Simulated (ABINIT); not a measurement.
MnO: single point with PBEsol

The system is MnO.

```xyz
2
Lattice="0.0000 2.2239 2.2239 2.2239 0.0000 2.2239 2.2239 2.2239 0.0000" Properties=species:S:1:pos:R:3 pbc="T T T"
Mn    0.0000    0.0000    0.0000
O     2.2239    2.2239    2.2239
```

The cell is a database's computed one.

```yaml
Program: ABINIT 10.8.3 (patched build)
Task: single point
Functional: PBEsol
Potentials_or_basis: PseudoDojo NC SR PBEsol v0.4.1 standard
Cutoff: 1306 eV
k_mesh: 10 × 10 × 10
Occupations: fermi-dirac, width 0.05 eV
Spin: collinear spin, ferromagnetic start
Starting_moments: "[4.0, 0.0] μB"
```

```
Pressure                                              : -6.8 GPa
Band gap on the k mesh                                : none (metal or under the smearing width)
Net moment                                            : 4.80 μB per cell
Site moments                                          : Mn +4.16; O +0.25 μB
Valence electrons inside the program's atomic spheres : Mn 12.81; O 6.16
```

Levels at points of the mesh, in eV from the Fermi level:
Spin up:
```csv
k point,band 10,band 11,band 12,band 13,band 14,band 15,band 16
"(0.00, 0.00, 0.00)",-3.25,-3.25,-2.72,-2.72,-0.56,13.80,16.08
"(0.50, 0.00, 0.00)",-2.34,-1.90,0.20,0.20,3.37,7.68,11.74
"(0.50, 0.50, 0.00)",-2.29,-2.07,-2.07,-1.93,4.97,7.71,10.23
```
Spin down:
```csv
k point,band 6,band 7,band 8,band 9,band 10,band 11
"(0.00, 0.00, 0.00)",-3.31,-3.31,-3.31,0.69,0.82,0.82
"(0.50, 0.00, 0.00)",-7.38,-4.80,-4.80,2.02,2.08,2.08
"(0.50, 0.50, 0.00)",-6.42,-4.30,-4.30,-0.80,2.07,2.27
```

It took 120 s on 1 thread of Arm Neoverse V2 (shared host), peak memory 0.14 GiB.

Caveat: a cell with one magnetic atom can't hold antiferromagnetic order, which such compounds often take; semilocal functionals often make such compounds metallic where correlation or magnetic order opens a gap, which also shifts bond lengths. With open d or f shells a metallic result of PBEsol can be an artefact of self-interaction; +U or a hybrid may open a gap.
